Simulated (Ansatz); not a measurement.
# AlNi5: the cost of one run

Computed with Ansatz 0.2.0 (DFT PBE, scalar-relativistic, plane waves, PAW, unless a step's input says otherwise).

### 1 Starting point

The structure is orthorhombic, space group Cmmm (No. 65). Conventional cell: a = 3.572 Å, b = 10.611 Å, c = 3.537 Å, α = 90.00°, β = 90.00°, γ = 90.00°. Al (site symmetry mmm) is surrounded by 12 Ni at 2.51 to 2.52 Å. Ni (site symmetry mmm) has 8 Ni at 2.50 to 2.53 Å and 4 Al at 2.51 Å in its first shell of neighbours. Around Ni (site symmetry m2m) lie 10 Ni at 2.48 to 2.53 Å and 2 Al at 2.52 Å. Around Ni (site symmetry m2m) lie 10 Ni at 2.48 to 2.51 Å and 2 Al at 2.52 Å.

As a file:

```cif
data_structure
_symmetry_space_group_name_H-M 'Cmmm'
_symmetry_Int_Tables_number 65
_cell_length_a 3.5716
_cell_length_b 10.6111
_cell_length_c 3.5368
_cell_angle_alpha 90.000
_cell_angle_beta 90.000
_cell_angle_gamma 90.000
_cell_volume 134.04
loop_
_atom_site_label
_atom_site_type_symbol
_atom_site_symmetry_multiplicity
_atom_site_Wyckoff_symbol
_atom_site_fract_x
_atom_site_fract_y
_atom_site_fract_z
_atom_site_occupancy
Al1 Al 2 c 0.50000 0.00000 0.50000 1
Ni1 Ni 2 a 0.00000 0.00000 0.00000 1
Ni2 Ni 4 i 0.00000 0.33093 0.00000 1
Ni3 Ni 4 j 0.00000 0.16714 0.50000 1
```

It is the end of an earlier relaxation with the same method, from a generated guess; it is a trial structure. At a tolerance of 0.05 Å it has space group Cmmm (No. 65); it has 11.17 Å³/atom, an uncorrected energy of -0.28 eV/atom over the elements.

### 2 Bands, states and charges

The input, input.yaml:

```yaml
crystal:
  lattice:
    - [1.7858012605, -5.3055494633, 0.0]
    - [1.7858012605, 5.3055494633, 0.0]
    - [0.0, 0.0, 3.5368311476]
  atoms:
    - { symbol: Al, position: [0.5, 0.5, 0.5] }
    - { symbol: Ni, position: [0.0, 0.0, 0.0], spin: 0.3 }
    - { symbol: Ni, position: [0.6690710056, 0.3309289944, 0.0], spin: 0.34 }
    - { symbol: Ni, position: [0.8328550523, 0.1671449477, 0.5], spin: 0.35 }
    - { symbol: Ni, position: [0.1671449477, 0.8328550523, 0.5], spin: 0.35 }
    - { symbol: Ni, position: [0.3309289944, 0.6690710056, 0.0], spin: 0.34 }
basis:
  ecutwfc: 420
kpoints:
  mp_grid: { grid: [12, 12, 10] }
  band_path:
    path:
      - [[0.0, 0.0, 0.0], [-0.5, 0.5, 0.0], [-0.27832341, 0.72167659, 0.0]]
      - [[0.27832341, 0.27832341, 0.0], [0.0, 0.0, 0.0], [0.0, 0.0, 0.5], [0.27832341, 0.27832341, 0.5]]
      - [[-0.27832341, 0.72167659, 0.5], [-0.5, 0.5, 0.5], [-0.5, 0.5, 0.0]]
      - [[0.0, 0.0, 0.0], [0.0, 0.5, 0.0], [0.0, 0.5, 0.5], [0.0, 0.0, 0.5], [-0.5, 0.5, 0.5]]
    npoints: 14
hamiltonian:
  xc: pbe
scf:
  occupations: { method: gaussian, width: 0.1 }
  n_extra_bands: 15
output:
  forces: true
  stress: true
  eigenvalues: true
  populations: true
  dos: { projected: true, de: 0.02, nscf_kmesh: { grid: [15, 15, 12] } }
  bader: true
magnetization:
  spin_polarized: true
checkpoint:
  read: start.run
  write: ck
  compress: false
  write_wavefunctions: false
  write_every: 100000
```

Launch:

```
$ ansatz run input.yaml --threads 4 --pin off --max-ram 8192MiB --backend cpu --events-out ev --progress --plain --runs-dir out
```

Q: Estimate wall time and peak memory on 4 threads of Intel Xeon at 2.70GHz, shared host.

About 1.7 min, with a peak of 1.7 GiB.
